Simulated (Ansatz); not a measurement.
# H interstitial in WS$_{2}$

All numbers below come from DFT PBE, scalar-relativistic, plane waves, PAW in Ansatz. Settings: 420 eV cutoff, 3×2×3 k-mesh, shifted by half a step, Gaussian smearing of 0.01 eV, collinear spin in charge 0 alone.

Host crystal, relaxed:

```
W S
1.0
     1.59387    0.92022    7.47445
    -1.59387    0.92022    7.47445
     0.00000   -1.84045    7.47445
W S
1 2
Cartesian
  0.0000 0.0000 0.0152
  0.0000 0.0000 9.0607
  0.0000 0.0000 5.9186
```

Supercell of 15 atoms, rows in host cell vectors: 1 -2 1; 0 -1 0; 3 -1 -2. Atoms relax at the host's cell, keeping the symmetry that the supercell leaves at the site. The cell is small, so energies carry finite-size errors of tenths of an eV. The host's Kohn–Sham gap is 1.64 eV. Atoms are taken from and returned to the elements' standard states. Charged cells are corrected for image charges with the computed static dielectric tensor (mean 8.8) and aligned with the host's potential at far atoms (alignment terms reach 0.55 eV; the program doubts the alignment in some charges, where it is up to 0.55 eV). No band-filling term is added, and the Fermi level counts from the host's valence band top.

Spin-orbit coupling is left out, which matters for the bands and energies of heavy elements.

Defect: H interstitial set at (0.812, 0.844, 0.844) of the host cell. In charges +1, 0, -1 some atom moved by up to 2.0 Å, so the relaxed defect can differ in kind from the start. Before relaxation its nearest neighbours are 2 S at 2.81 Å, 1 S at 2.82 Å, 3 S at 2.87 Å.

```json
{"charge": "+1", "E_f at the valence band top (eV)": "0.58", "over the neutral state (eV)": "-1.27", "moment (μB)": "0.00", "largest move (Å)": "2.02", "atoms near the site": "1 S at 1.37 Å, 2 W at 3.40 Å, 1 W at 3.41 Å, 2 S at 3.42 Å, 1 S at 3.44 Å, 1 S at 3.45 Å"}
{"charge": "0", "E_f at the valence band top (eV)": "1.85", "over the neutral state (eV)": "0.00", "moment (μB)": "1.00", "largest move (Å)": "1.21", "atoms near the site": "1 S at 1.43 Å, 1 S at 2.52 Å, 1 S at 2.55 Å, 2 W at 3.11 Å"}
{"charge": "-1", "E_f at the valence band top (eV)": "2.74", "over the neutral state (eV)": "0.89", "moment (μB)": "0.00", "largest move (Å)": "1.11", "atoms near the site": "1 S at 1.47 Å, 1 S at 2.41 Å, 1 S at 2.44 Å, 1 W at 3.10 Å, 1 W at 3.11 Å"}
```

Among the charges computed the stable one is +1 at the valence band top, changing to -1 at 1.08 eV. Other sites of the defect weren't tried.